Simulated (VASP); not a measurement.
## ZnSe (strained zincblende): a r²SCAN single-point calculation in VASP

INCAR

```
SIGMA = 0.01
NELM = 120
ISIF = 2
NBANDS = 16
IBRION = -1
EDIFF = 1E-7
ALGO = Normal
NSW = 0
ISMEAR = 0
LREAL = .FALSE.
LWAVE = .FALSE.
METAGGA = R2SCAN
LASPH = .TRUE.
PREC = Accurate
ENCUT = 520
LCHARG = .FALSE.
```

KPOINTS

```
KPOINTS created by Atomic Simulation Environment
0
Gamma
8 8 8
0 0 0
```

KPOINTS_OPT

```
special points
6
Reciprocal
0.0000000000 0.0000000000 0.0000000000 1
-0.5000000000 -0.5000000000 0.0000000000 1
-0.3750000000 -0.3750000000 0.2500000000 1
-0.3750000000 0.0000000000 0.3750000000 1
0.0000000000 0.0000000000 0.5000000000 1
-0.5000000000 -0.2500000000 0.2500000000 1
```

POSCAR

```
Zn Se
 1.0000000000000000
     0.0000000000000000    2.8324206844000002    2.7191238570000000
     2.8324206844000002    0.0000000000000000    2.7191238570000000
     2.8324206844000002    2.8324206844000002    0.0000000000000000
 Zn  Se
   1   1
Cartesian
  0.0000000000000000  0.0000000000000000  0.0000000000000000
  1.4162103421999999  1.4162103421999999  1.3595619284999998
```

VASP ran with the recommended PBE PAW datasets (18 valence electrons in the cell).

Command

```
mpirun -np 1 vasp_std
```

From OUTCAR

```
k-points           NKPTS =     59   k-points in BZ     NKDIM =     59   number of bands    NBANDS=     16

   NELECT =      18.0000    total number of electrons

   dimension x,y,z NGX =    30 NGY =   30 NGZ =   30
   dimension x,y,z NGXF=    60 NGYF=   60 NGZF=   60

  energy-cutoff  :      520.00
  volume of cell :       43.63
      direct lattice vectors                 reciprocal lattice vectors
     0.000000000  2.832420684  2.719123857    -0.176527450  0.176527450  0.183882760
     2.832420684  0.000000000  2.719123857     0.176527450 -0.176527450  0.183882760
     2.832420684  2.832420684  0.000000000     0.176527450  0.176527450 -0.183882760

 k-points in reciprocal lattice and weights: KPOINTS created by Atomic Simulation Env
   0.00000000  0.00000000  0.00000000       0.002
   0.12500000  0.00000000  0.00000000       0.016
   0.25000000  0.00000000  0.00000000       0.016
   0.37500000  0.00000000  0.00000000       0.016
   0.50000000  0.00000000  0.00000000       0.008
   0.12500000  0.12500000  0.00000000       0.004
   0.25000000  0.12500000  0.00000000       0.016
   0.37500000  0.12500000  0.00000000       0.016
   ...

 E-fermi :   1.8743

 k-point     1 :       0.0000    0.0000    0.0000
  band No.  band energies     occupation
      1     -12.3291      2.00000
      2      -5.1870      2.00000
      3      -5.1870      2.00000
      4      -5.1689      2.00000
      5      -4.7370      2.00000
      6      -4.7292      2.00000
      7       1.6216      2.00000
      8       1.6216      2.00000
      9       1.7680      2.00000
     10       3.7201      0.00000
     11       7.9682      0.00000
     12       7.9871      0.00000
     13       7.9873      0.00000
     14      12.4519      0.00000
     15      13.4077      0.00000
     16      14.0993      0.00000

 k-point     2 :       0.1250    0.0000    0.0000
  band No.  band energies     occupation
      1     -12.2163      2.00000
      2      -5.1783      2.00000
      3      -5.1695      2.00000
      4      -5.1522      2.00000
      5      -4.7375      2.00000
      6      -4.7317      2.00000
      7       0.3833      2.00000
      8       1.4431      2.00000
      9       1.5695      2.00000
     10       4.6352      0.00000
     11       7.9119      0.00000
     12       8.2469      0.00000
     13       8.2914      0.00000
     14      12.6941      0.00000
     15      13.0790      0.00000
     16      13.4384      0.00000

 k-point     3 :       0.2500    0.0000    0.0000
  band No.  band energies     occupation
      1     -11.9220      2.00000
      2      -5.1312      2.00000
      3      -5.1271      2.00000
      4      -5.1038      2.00000
      5      -4.7331      2.00000
      6      -4.7326      2.00000
      7      -1.4764      2.00000
      8       1.0619      2.00000
      9       1.2422      2.00000
     10       5.0581      0.00000
     11       8.5559      0.00000
     12       8.6098      0.00000
     13       9.0168      0.00000
     14      12.6555      0.00000
     15      12.6695      0.00000
     16      13.2864      0.00000

 k-point     4 :       0.3750    0.0000    0.0000
  band No.  band energies     occupation
      1     -11.5890      2.00000
      2      -5.1007      2.00000
      3      -5.0774      2.00000
      4      -4.9048      2.00000
      5      -4.7246      2.00000
      6      -4.7169      2.00000
      7      -3.0571      2.00000
      8       0.7295      2.00000
      9       0.9573      2.00000
     10       4.8824      0.00000
     11       8.4588      0.00000
     12       8.7852      0.00000
     13      10.4275      0.00000
     14      12.8512      0.00000
     15      13.9625      0.00000
     16      14.0774      0.00000

 k-point     5 :       0.5000    0.0000    0.0000
  band No.  band energies     occupation
      1     -11.4365      2.00000
      2      -5.0908      2.00000
      3      -5.0642      2.00000
      4      -4.7227      2.00000
      5      -4.7065      2.00000
      6      -4.5623      2.00000
      7      -3.9115      2.00000
      8       0.6020      2.00000
      9       0.8482      2.00000
     10       4.7814      0.00000
     11       8.3543      0.00000
     12       8.7336      0.00000
     13      10.8814      0.00000
     14      13.5891      0.00000
     15      15.4388      0.00000
     16      15.8738      0.00000

 k-point     6 :       0.1250    0.1250    0.0000
  band No.  band energies     occupation
      1     -12.1714      2.00000
      2      -5.1818      2.00000
      3      -5.1539      2.00000
      4      -5.1539      2.00000
      5      -4.7411      2.00000
      6      -4.7275      2.00000
      7       0.5058      2.00000
      8       1.1410      2.00000
      9       1.1411      2.00000
     10       5.1188      0.00000
     11       7.1158      0.00000
     12       8.7016      0.00000
     13       8.7017      0.00000
     14      12.0780      0.00000
     15      13.6602      0.00000
     16      13.9895      0.00000

 k-point     7 :       0.2500    0.1250    0.0000
  band No.  band energies     occupation
      1     -11.9311      2.00000
      2      -5.1685      2.00000
      3      -5.1127      2.00000
      4      -5.1054      2.00000
      5      -4.7469      2.00000
      6      -4.7178      2.00000
      7      -0.9590      2.00000
      8       0.7047      2.00000
      9       0.8881      2.00000
     10       5.7670      0.00000
     11       7.0491      0.00000
     12       9.2608      0.00000
     13       9.2653      0.00000
     14      11.6097      0.00000
     15      13.7165      0.00000
     16      14.5958      0.00000

 k-point     8 :       0.3750    0.1250    0.0000
  band No.  band energies     occupation
      1     -11.6053      2.00000
      2      -5.0996      2.00000
      3      -5.0762      2.00000
      4      -4.9943      2.00000
      5      -4.7248      2.00000
      6      -4.7060      2.00000
      7      -2.5425      2.00000
      8       0.3935      2.00000
      9       0.4971      2.00000
     10       5.6306      0.00000
     11       7.9753      0.00000
     12       9.2474      0.00000
     13       9.4186      0.00000
     14      12.8074      0.00000
     15      14.3212      0.00000
     16      14.8317      0.00000

 k-point     9 :       0.5000    0.1250    0.0000
  band No.  band energies     occupation
      1     -11.3902      2.00000
      2      -5.0652      2.00000
      3      -5.0632      2.00000
      4      -4.7869      2.00000
      5      -4.7045      2.00000
      6      -4.5761      2.00000
      7      -3.6520      2.00000
      8       0.1454      2.00000
      9       0.3434      2.00000
     10       5.5049      0.00000
     11       8.1236      0.00000
     12       8.9637      0.00000
     13      10.7141      0.00000
     14      13.3593      0.00000
     15      15.2530      0.00000
     16      15.8239      0.00000

 k-point    10 :      -0.3750    0.1250    0.0000
  band No.  band energies     occupation
      1     -11.4509      2.00000
      2      -5.0735      2.00000
      3      -5.0610      2.00000
      4      -4.7872      2.00000
      5      -4.7243      2.00000
      6      -4.6955      2.00000
      7      -3.3377      2.00000
      8       0.0120      2.00000
      9       0.5728      2.00000
     10       5.5877      0.00000
     11       8.2170      0.00000
     12       8.8187      0.00000
     13      10.7532      0.00000
     14      13.5653      0.00000
     15      13.8550      0.00000
     16      15.4699      0.00000

 k-point    11 :      -0.2500    0.1250    0.0000
  band No.  band energies     occupation
      1     -11.7377      2.00000
      2      -5.1062      2.00000
      3      -5.0819      2.00000
      4      -5.0481      2.00000
      5      -4.7452      2.00000
      6      -4.7200      2.00000
      7      -2.0276      2.00000
      8       0.1952      2.00000
      9       0.9851      2.00000
     10       5.7746      0.00000
     11       8.4420      0.00000
     12       8.7491      0.00000
     13       9.1725      0.00000
     14      11.9215      0.00000
     15      13.7691      0.00000
     16      15.1412      0.00000

 k-point    12 :      -0.1250    0.1250    0.0000
  band No.  band energies     occupation
      1     -12.0481      2.00000
      2      -5.1602      2.00000
      3      -5.1480      2.00000
      4      -5.1129      2.00000
      5      -4.7473      2.00000
      6      -4.7261      2.00000
      7      -0.5719      2.00000
      8       0.7975      2.00000
      9       1.3673      2.00000
     10       5.4492      0.00000
     11       7.8694      0.00000
     12       8.4076      0.00000
     13       8.8766      0.00000
     14      11.7268      0.00000
     15      12.8638      0.00000
     16      14.6047      0.00000

 ...

  Total        0.6946230      0.6946230      1.0578667      0.0000000      0.0000000      0.0000000
  in kB       25.5085182     25.5085182     38.8478545      0.0000000      0.0000000      0.0000000
  external PRESSURE =      29.9549636 kB  Pullay stress =       0.0000000 kB

 POSITION                                       TOTAL-FORCE (eV/Angst)
 -----------------------------------------------------------------------------------
      0.00000      0.00000      0.00000         0.000000      0.000000      0.000000
      1.41621      1.41621      1.35956        -0.000000     -0.000000      0.000000
 -----------------------------------------------------------------------------------
    total drift:                                0.000019      0.000019      0.000040

  FREE ENERGIE OF THE ION-ELECTRON SYSTEM (eV)
  ---------------------------------------------------
  free  energy   TOTEN  =       -24.8872257023 eV

  energy  without entropy=      -24.8872257023  energy(sigma->0) =      -24.88722570
```

```
gap between bands v and c : 1.95 eV
least direct gap          : 1.95 eV
pressure                  : 3.0 GPa
```

Band v is the last that the valence electrons fill when counted band by band, and c is the next.

The run took about 2.8 min on one core of a shared host (Intel Xeon Platinum 8488C) and held 0.21 GiB at most.
